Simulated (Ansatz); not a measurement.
Runs of Ansatz 0.2.0 on Tc. Symmetry: P6_3/mmc, No. 194, hexagonal system. The conventional cell has a = 2.739 Å, b = 2.739 Å, c = 8.770 Å, α = 90.00°, β = 90.00°, γ = 120.00°. Tc (site symmetry -6m2) is surrounded by 12 Tc at 2.70 to 2.74 Å. Tc (site symmetry -3m) is surrounded by 12 Tc at 2.70 to 2.74 Å. 

| task | level | cutoff (eV) | basis error allowed | gap on the mesh (eV) | pressure (GPa) | V0 of scaled cells (Å³/atom) | B0 (GPa) |
| --- | --- | --- | --- | --- | --- | --- | --- |
| single point | PBE | 262 | 0.001 eV/atom | none | 4.3 | - | - |
| band structure | LDA | 243 | 0.002 eV/atom | - | (a) | - | - |
| equation of state | PBE | - | 0.001 eV/atom | - | - | 14.45 | 301 |
| equation of state | PBEsol | - | 0.001 eV/atom | - | - | 14.01 | (b) |
| single point | PBEsol | 262 | 0.001 eV/atom | none | -5.3 | - | - |

Alike in all rows: potentials or basis all-electron LAPW, scalar-relativistic; no spin polarisation; cell as given; k mesh 11 × 11 × 3; smearing fermi-dirac 0.05 eV.

Problem. Fill in the values left out.

Solution. (a) -10.6; (b) 329.

Caveats: the cell was scaled at fixed shape and fractional positions, which overstates the stiffness of a crystal with free parameters, most of all of layers and chains (some runs).

A k mesh can miss the band edges, and the runs leave out spin-orbit coupling on Tc.

A gap of «none» marks a metal or a gap under the smearing width.

Not every run made on this cell is shown here.
